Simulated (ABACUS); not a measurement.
# C (C2/m) in ABACUS: a series of runs, part 2 of 2

ABACUS 3.10.1. The steps go on from the part before.

**3. Relaxation of the atoms, PBE (cell strained by -0.03 along c)**

Contents of INPUT:

```
INPUT_PARAMETERS
suffix              C
calculation         relax
basis_type          pw
pseudo_dir          ./
symmetry            1
dft_functional      pbe
ecutwfc             82
pseudo_rcut         7
nspin               1
nbands              8
ks_solver           dav
smearing_method     fd
smearing_sigma      0.00367493
scf_thr             1e-08
scf_nmax            100
mixing_type         broyden
mixing_beta         0.7
cal_force           1
cal_stress          1
relax_nmax          60
force_thr_ev        0.01
relax_method        cg
out_stru            1
kpar                4
```

Contents of STRU:

```
ATOMIC_SPECIES
C 12.0110 C.upf

LATTICE_CONSTANT
1.8897261246

LATTICE_VECTORS
2.1187557273 -1.2282824400 0.0217539907
2.1187557273 1.2282824400 0.0217539907
-1.3376975420 0.0000000000 3.3977451762

ATOMIC_POSITIONS
Direct

C
0.0
2
0.1666444700 0.1666444700 0.9999069600 1 1 1
0.8333555300 0.8333555300 0.0000930400 1 1 1
```

Contents of KPT:

```
K_POINTS
0
Gamma
9 9 6 0 0 0
```

Potentials or basis: PseudoDojo NC SR 0.4.1 PBE standard, plane waves.

Command:

```sh
OMP_NUM_THREADS=1 mpirun -np 4 abacus > log
```

running log:

```text
ABACUS v3.10.1

               Atomic-orbital Based Ab-initio Computation at UStc

 ------------------------------------------------------------------------------------

 READING GENERAL INFORMATION
                           global_out_dir = OUT.C/
                           global_in_card = INPUT
                               pseudo_dir = ./
                              orbital_dir =
                                    DSIZE = 4
                                    GSIZE = 1

 READING UNITCELL INFORMATION
                                    ntype = 1
                  lattice constant (Bohr) = 1.88973
              lattice constant (Angstrom) = 1

 READING ATOM TYPE 1
                               atom label = C
                      L=0, number of zeta = 1
                      L=1, number of zeta = 1
                      L=2, number of zeta = 1
             number of atom for this type = 2

                        TOTAL ATOM NUMBER = 2
DIRECT COORDINATES
    atom                   x                   y                   z     mag                  vx                  vy                  vz
taud_C1            0.1666444700        0.1666444700        0.9999069600  0.0000        0.0000000000        0.0000000000        0.0000000000
taud_C2            0.8333555300        0.8333555300        0.0000930400  0.0000        0.0000000000        0.0000000000        0.0000000000

                          Volume (Bohr^3) = 119.825
                             Volume (A^3) = 17.7563

 Lattice vectors: (Cartesian coordinate: in unit of a_0)
             +2.11876            -1.22828           +0.021754
             +2.11876            +1.22828           +0.021754
              -1.3377                  +0            +3.39775
 Reciprocal vectors: (Cartesian coordinate: in unit of 2 pi/a_0)
            +0.235037           -0.407072          +0.0925346
            +0.235037           +0.407072          +0.0925346
          -0.00300964                  -0           +0.293128
 The esolver type has been set to : ksdft_pw

                PAO radial cut off (Bohr) = 7

 Read in pseudopotential file is C.upf
                     pseudopotential type = NC
          exchange-correlation functional = PBE
                 nonlocal core correction = 1
                        valence electrons = 4
                                     lmax = 1
                           number of zeta = 2
                     number of projectors = 4
                           L of projector = 0
                           L of projector = 0
                           L of projector = 1
                           L of projector = 1
     initial pseudo atomic orbital number = 8

 SETUP THE ELECTRONS NUMBER
             electron number of element C = 4
       total electron number of element C = 8
            AUTOSET number of electrons:  = 8
                           occupied bands = 4
                                   NBANDS = 8
                                   NLOCAL = 18

 SETUP THE PLANE WAVE BASIS
 energy cutoff for charge/potential (unit:Ry) = 328
            fft grid for charge/potential = [ 27, 27, 40 ]
                        fft grid division = [ 1, 1, 1 ]
        big fft grid for charge/potential = [ 27, 27, 40 ]
                                     nbxx = 29160
                                     nrxx = 29160

 SETUP PLANE WAVES FOR CHARGE/POTENTIAL
                    number of plane waves = 12009
                         number of sticks = 499

 PARALLEL PW FOR CHARGE/POTENTIAL
     PROC   COLUMNS(POT)             PW
        1            499          12009
 --------------- sum -------------------
        1            499          12009
                            number of |g| = 3175
                                  max |g| = 29.6547
                                  min |g| = 0

[... 47 lines left out ...]
                                       C4 = 0
                                       C6 = 0
                                       S1 = 1
                                       S3 = 0
                                       S4 = 0
                                       S6 = 0
               POINT GROUP IN SPACE GROUP = C_2h

 SETUP K-POINTS
                                    nspin = 1
                   Input type of k points = Monkhorst-Pack(Gamma)
                                   nkstot = 486
                       right hand lattice = 1
(for reciprocal lattice: )
                             BRAVAIS TYPE = 13
                     BRAVAIS LATTICE NAME = 13. Monoclinic A (base-center)
                                    ibrav = 13
                       right hand lattice = 1
(for k-lattice: )
                             BRAVAIS TYPE = 13
                     BRAVAIS LATTICE NAME = 13. Monoclinic A (base-center)
                                    ibrav = 13
                       right hand lattice = 1
                        ROTATION MATRICES = 4
                               nkstot_ibz = 140
K-POINTS REDUCTION ACCORDING TO SYMMETRY
     IBZ    DIRECT_X    DIRECT_Y    DIRECT_Z  WEIGHT  ibz2bz
       1  0.00000000  0.00000000  0.00000000  0.0021       0
       2  0.11111111  0.00000000  0.00000000  0.0082       1
       3  0.22222222  0.00000000  0.00000000  0.0082       2
       4  0.33333333  0.00000000  0.00000000  0.0082       3
       5  0.44444444  0.00000000  0.00000000  0.0082       4
       6  0.11111111  0.11111111  0.00000000  0.0041      10
[... 22 lines left out ...]
      29  0.33333333  0.00000000  0.16666667  0.0082      84
      30  0.44444444  0.00000000  0.16666667  0.0082      85
[... 110 further k points ...]

                               nkstot now = 140
[... K-POINTS DIRECT COORDINATES: 140 rows ...]

           k-point number in this process = 35
       minimum distributed K point number = 35
[... stars of the k points ...]

[... K-POINTS CARTESIAN COORDINATES: 35 rows ...]

[... K-POINTS DIRECT COORDINATES: 35 rows ...]

 SETUP PLANE WAVES FOR WAVE FUNCTIONS
     energy cutoff for wavefunc (unit:Ry) = 82
              fft grid for wave functions = [ 27, 27, 40 ]
                    number of plane waves = 2189
                         number of sticks = 151

 PARALLEL PW FOR WAVE FUNCTIONS
     PROC   COLUMNS(POT)             PW
        1            151           2189
 --------------- sum -------------------
        1            151           2189

 SETUP NONLOCAL PSEUDOPOTENTIALS IN PLANE WAVE BASIS
 C non-local projectors:
 projector 1 L=0
 projector 2 L=0
 projector 3 L=1
 projector 4 L=1
      TOTAL NUMBER OF NONLOCAL PROJECTORS = 16

 Init Non-Local PseudoPotential table :
 Init Non-Local-Pseudopotential done.

                                     npwx = 1513

 Make real space PAO into reciprocal space.
       max mesh points in Pseudopotential = 701
     dq(describe PAO in reciprocal space) = 0.01
                                    max q = 1091

 number of pseudo atomic orbitals for C is 2
WARNING: norm of atomic wavefunction # 1 of atomic type C is 0.999989, renormalized
WARNING: norm of atomic wavefunction # 2 of atomic type C is 0.999518, renormalized

 -------------------------------------------
 STEP OF RELAXATION : 1
 -------------------------------------------
                                 init_chg = atomic

 PW ALGORITHM --------------- ION=   1  ELEC=   1--------------------------------

 Density error is 0.198925572526
                          Error Threshold = 0.01
----------------------------------------------------------
     Energy           Rydberg                 eV
----------------------------------------------------------
 E_KohnSham     -24.0730448252       -327.5305778325
 E_Harris       -22.6744190299       -308.5012976466
 E_Fermi        0.3992028556         5.4314334935
----------------------------------------------------------
[... 102 lines left out ...]
 -------------------------------------------
 STEP OF RELAXATION : 2
 -------------------------------------------
 NEW-OLD atomic charge density approx. for the potential !

 PW ALGORITHM --------------- ION=   2  ELEC=   1--------------------------------
 Notice: Threshold on eigenvalues was too large.
 hsover_error=0.080000 > DRHO=0.000003
 Origin diag ethr = 0.010000
 New diag ethr = 0.000000
[... 87 lines left out ...]
 Density error is 0.000028421616
                          Error Threshold = 0.000000224019
----------------------------------------------------------
     Energy           Rydberg                 eV
----------------------------------------------------------
 E_KohnSham     -24.0933139539       -327.8063534756
 E_Harris       -24.0931357853       -327.8039293674
 E_Fermi        0.5124328554         6.9720066764
----------------------------------------------------------

[... 2 further cycles ...]
 PW ALGORITHM --------------- ION=   3  ELEC=   4--------------------------------

 Density error is 0.000000000747
                          Error Threshold = 0.000000000183
----------------------------------------------------------
     Energy           Rydberg                 eV
----------------------------------------------------------
 E_KohnSham     -24.0933170237       -327.8063952429
 E_KS(sigma->0) -24.0933125279       -327.8063340748
 E_Harris       -24.0933077537       -327.8062691181
 E_band         -1.3248851782        -18.0259876197
 E_one_elec     -6.0442668438        -82.2364693075
 E_Hartree      7.0751395707         96.2622123073
 E_xc           -8.6114016141        -117.1641297184
 E_Ewald        -16.5127791450       -224.6678861881
 E_entropy(-TS) -0.0000089915        -0.0001223361
 E_descf        0.0000000000         0.0000000000
[... 247 lines left out ...]
 Largest gradient in force is 0.000327 eV/A.
 Threshold is 0.010000 eV/A.

 Relaxation is converged!

 --------------------------------------------
 !FINAL_ETOT_IS -327.8064028612626544 eV
 --------------------------------------------
```

Run time: 29 s. Hardware: 4 MPI ranks of Intel Xeon Platinum 8375C at 2.90GHz (Ice Lake), shared host; peak memory 0.24 GiB.

Results:

```
Free energy               : -327.8064 eV
Energy gained by relaxing : 0.0 meV/atom
Ionic steps               : 5
Pressure after relaxing   : 5.6 GPa
Band gap on the k mesh    : 0.43 eV, indirect (least direct gap 0.50 eV)
```

Final structure:
```
C
1.0
     2.11876   -1.22828    0.02175
     2.11876    1.22828    0.02175
    -1.33770    0.00000    3.39775
C
2
Direct
  0.16667 0.16667 0.99970
  0.83332 0.83332 0.00030
```

Levels at points of the mesh, in eV from the valence-band top:
| k point | band 1 | band 2 | band 3 | band 4 |
| --- | --- | --- | --- | --- |
| (0.00, 0.00, 0.00) | -19.60 | -6.58 | -2.85 | -2.80 |
| (0.00, 0.00, 0.50) | -19.34 | -8.38 | -2.86 | -2.82 |

Caveat: an odd mesh through Γ misses points on the zone boundary, where band edges often lie; this functional lacks dispersion, which binds the layers, so the pressure and a relaxed spacing across them are unreliable.
